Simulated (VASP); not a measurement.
# KI (Fm-3m) in VASP: a series of runs, part 3 of 3

VASP 6.6.1. The steps go on from the part before.

## 4. Electric field gradients, PBEsol

INCAR

```
PREC = Accurate
ENCUT = 400
EDIFF = 1E-8
ISMEAR = -1
SIGMA = 0.02
LREAL = False
LASPH = True
NELM = 120
ALGO = Normal
ISIF = 2
LWAVE = False
LCHARG = False
GGA = PS
LEFG = True
NBANDS = 15
GGA_COMPAT = False
```

KPOINTS

```
Automatic mesh
0
Gamma
  7 7 7
```

POSCAR

```
KI
1.0
    0.0000000000      3.5327750000      3.5327750000
    3.5327750000      0.0000000000      3.5327750000
    3.5327750000      3.5327750000      0.0000000000
K I
1 1
Direct
    0.0000000000      0.0000000000      0.0000000000
    0.5000000000      0.5000000000      0.5000000000
```

Potentials or basis: VASP PAW PBE potentials, release 64 (K_sv, I).

Command:

```
$ cat potpaw_PBE.64/K_sv/POTCAR potpaw_PBE.64/I/POTCAR > POTCAR
$ mpirun -np 1 vasp_std > vasp.out
```

OUTCAR:

```text
PREC = Accurate
   ENCUT = 400
   EDIFF = 1E-8
   ISMEAR = -1
   LREAL = False
   LASPH = True
   NELM = 120
   ISIF = 2
   GGA = PS

 ion  position               nearest neighbor table
   1  0.000  0.000  0.000-   2 3.53   2 3.53   2 3.53   2 3.53   2 3.53   2 3.53
   2  0.500  0.500  0.500-   1 3.53   1 3.53   1 3.53   1 3.53   1 3.53   1 3.53

  LATTYP: Found a face centered cubic cell.
 ALAT       =     7.0655500000

  Lattice vectors:

 A1 = (   0.0000000000,   3.5327750000,   3.5327750000)
 A2 = (   3.5327750000,   0.0000000000,   3.5327750000)
 A3 = (   3.5327750000,   3.5327750000,   0.0000000000)

Analysis of symmetry for initial positions (statically):
=====================================================================
 Subroutine PRICEL returns:
 Original cell was already a primitive cell.

 Routine SETGRP: Setting up the symmetry group for a
 face centered cubic supercell.

 Subroutine GETGRP returns: Found 48 space group operations
 (whereof 48 operations were pure point group operations)
 out of a pool of 48 trial point group operations.

The static configuration has the point symmetry O_h .

Analysis of symmetry for dynamics (positions and initial velocities):
=====================================================================
 Subroutine PRICEL returns:
 Original cell was already a primitive cell.

 Routine SETGRP: Setting up the symmetry group for a
 face centered cubic supercell.

 Subroutine GETGRP returns: Found 48 space group operations
 (whereof 48 operations were pure point group operations)
 out of a pool of 48 trial point group operations.
[... 498 lines left out ...]
      4     -12.4064      2.00000
      5     -10.8312      2.00000
      6      -1.3200      2.00000
      7      -1.2989      2.00000
      8      -0.9990      2.00000
      9       5.4797      0.00000
     10       6.1674      0.00000
     11       6.2639      0.00000
     12       7.6097      0.00000
     13       8.2161      0.00000
     14       8.7747      0.00000
     15       9.5645      0.00000

------------------------ aborting loop because EDIFF is reached ----------------------------------------

  FORCE on cell =-STRESS in cart. coord.  units (eV):
  Direction    XX          YY          ZZ          XY          YZ          ZX
  --------------------------------------------------------------------------------------
  -------------------------------------------------------------------------------------
  Total       -0.1387922     -0.1387922     -0.1387922     -0.0000000      0.0000000      0.0000000
  in kB       -2.5217243     -2.5217243     -2.5217243     -0.0000000      0.0000000      0.0000000
  external PRESSURE =      -2.5217243 kB  Pullay stress =       0.0000000 kB

 VOLUME and BASIS-vectors are now :
 -----------------------------------------------------------------------------
  energy-cutoff  :      400.00
  volume of cell :       88.18
      direct lattice vectors                 reciprocal lattice vectors
     0.000000000  3.532775000  3.532775000    -0.141531799  0.141531799  0.141531799
     3.532775000  0.000000000  3.532775000     0.141531799 -0.141531799  0.141531799
     3.532775000  3.532775000  0.000000000     0.141531799  0.141531799 -0.141531799

 POSITION                                       TOTAL-FORCE (eV/Angst)
 -----------------------------------------------------------------------------------
      0.00000      0.00000      0.00000         0.000000      0.000000     -0.000000
      3.53277      3.53277      3.53277        -0.000000     -0.000000      0.000000
 -----------------------------------------------------------------------------------
    total drift:                                0.000000      0.000000      0.000000

  FREE ENERGIE OF THE ION-ELECTRON SYSTEM (eV)
  ---------------------------------------------------
  free  energy   TOTEN  =        -5.8147618971 eV

  energy  without entropy=       -5.8147618971  energy(sigma->0) =       -5.81476190

 Electric field gradients (V/A^2)
---------------------------------------------------------------------
 ion       V_xx      V_yy      V_zz      V_xy      V_xz      V_yz
---------------------------------------------------------------------
   1       0.000     0.000     0.000    -0.000    -0.000    -0.000
   2       0.000     0.000     0.000    -0.000    -0.000    -0.000
---------------------------------------------------------------------

 Electric field gradients after diagonalization (V/A^2)
 (convention: |V_zz| > |V_xx| > |V_yy|)
----------------------------------------------------------------------
 ion       V_xx      V_yy      V_zz     asymmetry (V_yy - V_xx)/ V_zz
----------------------------------------------------------------------
   1       0.000     0.000    -0.001       0.000
   2       0.000     0.000    -0.000       0.000
----------------------------------------------------------------------

           NMR quadrupolar parameters

 Cq : quadrupolar parameter    Cq=e*Q*V_zz/h
 eta: asymmetry parameters     (V_yy - V_xx)/ V_zz
 Q  : nuclear electric quadrupole moment in mb (millibarn)
----------------------------------------------------------------------
 ion       Cq(MHz)       eta       Q (mb)
----------------------------------------------------------------------
   1      -0.000       0.000       1.000
   2      -0.000       0.000       1.000
----------------------------------------------------------------------
```

stdout:

```text
POSCAR found type information on POSCAR K I
 POSCAR found :  2 types and       2 ions
 scaLAPACK will be used
 -----------------------------------------------------------------------------
|                                                                             |
|                                                                             |
|     You enforced a specific xc type in the INCAR file but a different       |
|     I HOPE YOU KNOW WHAT YOU ARE DOING!                                     |
|                                                                             |
 -----------------------------------------------------------------------------

 LDA part: xc-table for (Slater+PW92), standard interpolation
 POSCAR, INCAR and KPOINTS ok, starting setup
 FFT: planning ... GRIDC
 FFT: planning ... GRID_SOFT
 FFT: planning ... GRID
 WAVECAR not read
 entering main loop
ion   1

ion   2
```

It took 57 s on 1 thread of Intel Xeon 8259CL, shared host; peak memory 0.21 GiB.

What came out:

```yaml
Free_energy: -5.8148 eV
Pressure: -0.3 GPa
Band_gap_on_the_k_mesh: 3.81 eV
Largest_electric_field_gradient_by_atom: zero within the noise of the run
```

Levels at points of the mesh, in eV from the valence-band top:
| k point | band 6 | band 7 | band 8 | band 9 | band 10 | band 11 |
| --- | --- | --- | --- | --- | --- | --- |
| (0.00, 0.00, 0.00) | 0.00 | 0.00 | 0.00 | 3.81 | 6.43 | 6.43 |

Caveat: the PAW data sets were made with another functional, which shifts forces and pressure a little; spin-orbit coupling is left out, which moves the levels of the heavy elements; an odd mesh through Γ misses points on the zone boundary, where band edges can lie.

## 5. Electric field gradients, LDA

INCAR

```
PREC = Accurate
ENCUT = 400
EDIFF = 1E-8
ISMEAR = -1
SIGMA = 0.02
LREAL = F
LASPH = T
NELM = 120
ALGO = Normal
ISIF = 2
LWAVE = F
LCHARG = F
GGA = CA
LEFG = T
NBANDS = 15
GGA_COMPAT = F
```

KPOINTS is that of step 4.

POSCAR is that of step 4.

Potentials or basis: VASP PAW LDA potentials, release 64 (K_sv, I).

Command:

```
$ cat potpaw_LDA.64/K_sv/POTCAR potpaw_LDA.64/I/POTCAR > POTCAR
$ mpirun -np 1 vasp_std > vasp.out
```

OUTCAR:

```text
PREC = Accurate
   ENCUT = 400
   EDIFF = 1E-8
   ISMEAR = -1
   LREAL = F
   LASPH = T
   NELM = 120
   ISIF = 2
   GGA = CA

 ion  position               nearest neighbor table
   1  0.000  0.000  0.000-   2 3.53   2 3.53   2 3.53   2 3.53   2 3.53   2 3.53
   2  0.500  0.500  0.500-   1 3.53   1 3.53   1 3.53   1 3.53   1 3.53   1 3.53

  LATTYP: Found a face centered cubic cell.
 ALAT       =     7.0655500000

  Lattice vectors:

 A1 = (   0.0000000000,   3.5327750000,   3.5327750000)
 A2 = (   3.5327750000,   0.0000000000,   3.5327750000)
[... 565 lines left out ...]
  ---------------------------------------------------
  free  energy   TOTEN  =        -6.1285891708 eV

  energy  without entropy=       -6.1285891708  energy(sigma->0) =       -6.12858917

 Electric field gradients (V/A^2)
---------------------------------------------------------------------
 ion       V_xx      V_yy      V_zz      V_xy      V_xz      V_yz
---------------------------------------------------------------------
   1       0.000     0.000     0.000    -0.000    -0.000    -0.000
   2       0.000     0.000     0.000    -0.000    -0.000    -0.000
---------------------------------------------------------------------

 Electric field gradients after diagonalization (V/A^2)
 (convention: |V_zz| > |V_xx| > |V_yy|)
----------------------------------------------------------------------
 ion       V_xx      V_yy      V_zz     asymmetry (V_yy - V_xx)/ V_zz
----------------------------------------------------------------------
   1       0.000     0.000    -0.001       0.000
   2       0.000     0.000    -0.000       0.000
----------------------------------------------------------------------

           NMR quadrupolar parameters

 Cq : quadrupolar parameter    Cq=e*Q*V_zz/h
 eta: asymmetry parameters     (V_yy - V_xx)/ V_zz
 Q  : nuclear electric quadrupole moment in mb (millibarn)
----------------------------------------------------------------------
 ion       Cq(MHz)       eta       Q (mb)
----------------------------------------------------------------------
   1      -0.000       0.000       1.000
   2      -0.000       0.000       1.000
----------------------------------------------------------------------
```

stdout:

```text
POSCAR found type information on POSCAR K I
 POSCAR found :  2 types and       2 ions
 scaLAPACK will be used
 LDA part: xc-table for (Slater(with rela. corr.)+CA(PZ))
 , standard interpolation
 POSCAR, INCAR and KPOINTS ok, starting setup
 FFT: planning ... GRIDC
 FFT: planning ... GRID_SOFT
 FFT: planning ... GRID
 WAVECAR not read
 entering main loop
ion   1

ion   2
```

Run time: 42 s. Hardware: 1 thread of Intel Xeon 8259CL, shared host; peak memory 0.18 GiB.

What came out:

| Property | Result |
| --- | --- |
| Free energy | -6.1286 eV |
| Pressure | -1.3 GPa |
| Band gap on the k mesh | 3.62 eV |
| Largest electric field gradient by atom | zero within the noise of the run |

Levels at points of the mesh, in eV from the valence-band top:
```tsv
k point	band 6	band 7	band 8	band 9	band 10	band 11
(0.00, 0.00, 0.00)	0.00	0.00	0.00	3.62	6.28	6.28
```

Caveat: spin-orbit coupling is left out, which moves the levels of the heavy elements. Expect the measured gap to be larger: semilocal functionals such as LDA lack the derivative discontinuity.

## 6. The runs side by side

| level | potentials or basis | k mesh | gap on the mesh (eV) | pressure (GPa) |
| --- | --- | --- | --- | --- |
| PBEsol | VASP PAW PBE potentials, release 64 (K_sv, I) | 3 × 3 × 3 | 3.81 | -0.2 |
| PBEsol | VASP PAW PBE potentials, release 64 (K_sv, I) | 4 × 4 × 4 | 3.81 | -0.2 |
| PBEsol | VASP PAW PBE potentials, release 64 (K_sv, I) | 7 × 7 × 7 | 3.81 | -0.3 |
| LDA | VASP PAW LDA potentials, release 64 (K_sv, I) | 7 × 7 × 7 | 3.62 | -1.3 |

Alike in all rows: task electric field gradients; no spin polarisation; cell as given; cutoff (eV) 400; smearing fermi-dirac 0.02 eV.

Caveats: some runs use coarse meshes; spin-orbit coupling is left out, which moves the levels of the heavy elements; the PAW data sets were made with another functional, which shifts forces and pressure a little (at least some runs); an odd mesh through Γ misses points on the zone boundary, where band edges can lie (at least some runs).

Total energies depend on the potentials used, so only differences within one code and one set of settings carry meaning.

## 7. Against experiment

Step 3. Against the measured gap of KI, 6.32 eV (a printed reference work, monograph), the calculated 3.81 eV is off by -2.51 eV. Spin-orbit coupling on I is left out. The value is that of PBEsol, without temperature or zero-point motion. Semilocal functionals fall short of measured gaps as a rule.

Step 4. Against the measured gap of KI, 6.32 eV (a printed reference work, monograph), the calculated 3.81 eV is off by -2.51 eV. Spin-orbit coupling on I is left out. The value is that of PBEsol on a finite k mesh, which can miss the band edges, without temperature or zero-point motion. Semilocal functionals fall short of measured gaps as a rule.
